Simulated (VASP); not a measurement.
Here is a VASP 6.6.1 calculation.

File INCAR:

```
PREC = Accurate
ENCUT = 520
EDIFF = 1E-6
ISMEAR = 0
SIGMA = 0.02
LREAL = F
LASPH = T
NELM = 100
ALGO = Fast
ISIF = 2
LWAVE = F
LCHARG = F
GGA = PS
NBANDS = 16
```

Contents of KPOINTS:

```
regular mesh
0
Gamma
  8 8 8
```

Contents of POSCAR:

```
AgCl
1.0
    0.0246810350      2.9180193560      2.8885407715
    2.9240093600     -0.0058236150      2.9190454215
    2.8932273950      2.9177420410      0.0249583500
Ag Cl
1 1
Direct
    0.4678939113      0.4954149613      0.4938427420
    0.0321060887      0.0045850387      0.0061572580
```

Potentials or basis: VASP PAW PBE potentials, release 64 (Ag, Cl).

Command:

```sh
$ cat potpaw_PBE.64/Ag/POTCAR potpaw_PBE.64/Cl/POTCAR > POTCAR
$ mpirun -np 1 vasp_std > vasp.out
```

Task: What does it give for the largest force?

Result: 0.032 eV/Å.

Task: What does it give for the band gap on the k mesh?

Result: 0.77 eV, indirect (least direct gap 1.94 eV).

Task: Estimate the pressure.

Result: -5.7 GPa.

Forces on the atoms (eV/Å):
```
Ag  -0.016 -0.027 -0.004
Cl   0.016  0.027  0.004
```

Caveat: the PAW data sets were made with another functional, which shifts forces and pressure a little. A k mesh can miss the band edges.
